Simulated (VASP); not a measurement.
HfO2:

```
CELL_PARAMETERS angstrom
5.11800 0.00000 0.00000
0.00000 5.18570 0.00000
-0.85866 0.00000 5.21387
ATOMIC_POSITIONS crystal
Hf 0.27550 0.46030 0.70800
Hf 0.72450 0.96030 0.79200
Hf 0.72450 0.53970 0.29200
Hf 0.27550 0.03970 0.20800
O 0.07420 0.16840 0.84670
O 0.92580 0.66840 0.65330
O 0.92580 0.83160 0.15330
O 0.07420 0.33160 0.34670
O 0.44870 0.74190 0.98010
O 0.55130 0.24190 0.51990
O 0.55130 0.25810 0.01990
O 0.44870 0.75810 0.48010
```

```yaml
Program: VASP 6.6.1
Task: relaxation of cell and atoms
Functional: PBE
Dispersion: D3(BJ)
Potentials_or_basis: VASP PAW PBE potentials, release 64 (Hf_pv, O)
Cutoff: 600 eV
k_mesh: 4 × 4 × 4
Occupations: gaussian, width 0.02 eV
Spin: no spin polarisation
```

At the start: pressure -0.9 GPa; volume 11.53 Å³/atom.

Q: Where does the relaxation end?

A: Over 13 steps the energy falls by 2.6 meV/atom and the volume is 11.48 Å³/atom (-0.5 %); space group P2_1/c (No. 14, to 0.05 Å).

Step by step:
```csv
step,energy change (eV),largest force (eV/Å),pressure (GPa),volume (Å³)
1,0.0000,0.4594,-0.87,138.38
2,-0.0220,0.2254,0.96,137.12
3,-0.0236,0.1595,0.53,137.39
4,-0.0286,0.0865,-0.32,137.88
5,-0.0286,0.0833,-0.25,137.84
6,-0.0306,0.0417,0.14,137.64
7,-0.0307,0.0367,0.19,137.58
8,-0.0308,0.0605,-0.22,137.79
9,-0.0310,0.0208,-0.04,137.70
10,-0.0311,0.0122,0.00,137.69
11,-0.0311,0.0122,0.01,137.69
12,-0.0311,0.0102,-0.01,137.70
13,-0.0312,0.0088,-0.03,137.71
```

Final structure:
```
Hf O
1.0
     5.10748    0.00000   -0.01127
     0.00000    5.17351    0.00000
    -0.86844    0.00000    5.21371
Hf O
4 8
Direct
  0.27658 0.45755 0.70782
  0.72342 0.95755 0.79218
  0.72342 0.54245 0.29218
  0.27658 0.04245 0.20782
  0.06945 0.16665 0.84380
  0.93055 0.66665 0.65620
  0.93055 0.83335 0.15620
  0.06945 0.33335 0.34380
  0.44729 0.74222 0.97930
  0.55271 0.24222 0.52070
  0.55271 0.25778 0.02070
  0.44729 0.75778 0.47930
```
